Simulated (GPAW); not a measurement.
A run of GPAW 26.7.0 is set up as follows.

The input POSCAR:

```
MoS2
1.0
    3.2274645616      0.0000000000      0.0000000000
   -1.6137322808      2.7950663001      0.0000000000
    0.0000000000      0.0000000000      6.3124734200
Mo S
1 2
Direct
    0.0000000000      0.0000000000      0.5000000000
    0.6666666667      0.3333333333      0.7446806800
    0.3333333333      0.6666666667      0.2553193200
```

Potentials or basis: GPAW PAW data sets (gpaw-data 1.2.1), pw.

The run is started by

```sh
$ OMP_NUM_THREADS=1 gpaw run POSCAR -p 'mode=PW(600),xc=PBE,kpts={size:(9,9,4),gamma:True},occupations={name:fermi-dirac,width:0.05},nbands=25,convergence={density:1e-05,energy:1e-05},maxiter=150,txt=gpaw.txt' --properties efs -w gs.gpw
```

Task: Estimate the band gap on the k mesh.

Result: None (metal or under the smearing width).

Task: Predict the pressure.

Result: 1.0 GPa.

Stress tensor (GPa, compression positive):
```
0.07 0.00 0.00
0.00 0.07 0.00
0.00 0.00 2.95
```

Caveat: this functional lacks dispersion, which binds the layers, so the pressure and a relaxed spacing across them are unreliable.
